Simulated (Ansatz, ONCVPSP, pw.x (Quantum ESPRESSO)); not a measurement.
What a changed setting does to a pw.x run (bcc H)

Potential: optimised norm-conserving Vanderbilt (ONCV), ONCVPSP 4.0.1.1 (patched build), PBE; core none, reference 1s1; waves: 1s: rc 1.05 bohr, ncon 3, nbas 7, qcut 5.9 1/bohr, 1 projector; p scattering state at 0.31 Ha: rc 0.80 bohr, ncon 4, nbas 7, qcut 11.9 1/bohr, 2 projectors, debl 2.2 Ha; local part: polynomial inside 0.80 bohr (lpopt 4, dvloc0 0 Ha); core correction: none.

The reference run (k-mesh 18³, cutoffs 90/360 Ry, Fermi–Dirac 0.01 Ry, mixing_beta 0.4, conv_thr 1e-9, no spin) gives -3.17 GPa at 3.033 Å³/atom, where all-electron LAPW gives -2.27 GPa. This run, with its own iteration cap, changes nosym to true.

```
&control
  calculation='scf', prefix='x', pseudo_dir='./', outdir='./tmp', tstress=.true., disk_io='none'
/
&system
  ibrav=0, nat=1, ntyp=1, ecutwfc=90, ecutrho=360, nbnd=7,
  occupations='smearing', smearing='fd', degauss=0.01, nosym=.true.
/
&electrons
  conv_thr=1e-09, mixing_beta=0.4, electron_maxstep=50
/
ATOMIC_SPECIES
H 1.0 H.UPF
CELL_PARAMETERS angstrom
  -0.91187954 0.91187954 0.91187954
  0.91187954 -0.91187954 0.91187954
  0.91187954 0.91187954 -0.91187954
ATOMIC_POSITIONS crystal
H 0.0000 0.0000 0.0000
K_POINTS automatic
18 18 18 0 0 0
```

```bash
pw.x < H.scf.in > H.scf.out
```

Problem. How does the run end?

Solution. It converges in 3 iterations; the free energy moves by +0.0 meV/atom and the pressure by +0.00 GPa. The result is that of the reference run.

```
lattice parameter (alat)  =       2.9847  a.u.
     unit-cell volume          =      20.4677 (a.u.)^3
     number of electrons       =         1.00
     number of Kohn-Sham states=            7
     kinetic-energy cutoff     =      90.0000  Ry
     charge density cutoff     =     360.0000  Ry
     scf convergence threshold =      1.0E-09
     Exchange-correlation= PBE
     number of k points=  2920  Fermi-Dirac smearing, width (Ry)=  0.0100
     iteration #  1     ecut=    90.00 Ry     beta= 0.40
     total energy              =      -1.07533028 Ry
     estimated scf accuracy    <       0.00000092 Ry
     iteration #  2     ecut=    90.00 Ry     beta= 0.40
     total energy              =      -1.07533303 Ry
     estimated scf accuracy    <       0.00000035 Ry
     iteration #  3     ecut=    90.00 Ry     beta= 0.40
     the Fermi energy is     3.5702 ev
!    total energy              =      -1.07533307 Ry
     estimated scf accuracy    <          4.1E-11 Ry
     smearing contrib. (-TS)   =      -0.00045146 Ry
     The total energy is F=E-TS. E is the sum of the following terms:
     one-electron contribution =       0.62505890 Ry
     hartree contribution      =       0.01772062 Ry
     xc contribution           =      -0.66171059 Ry
     ewald contribution        =      -1.05595055 Ry
     convergence has been achieved in   3 iterations
          total   stress  (Ry/bohr**3)                   (kbar)     P=      -31.65
     Message from routine punch:
     Nothing written, as per user request (disk_io='none')
```

The run took about 34 s on one core of a shared host (Intel(R) Xeon(R) Platinum 8259CL CPU @ 2.50GHz, 96 threads, 755 GiB, load 60).
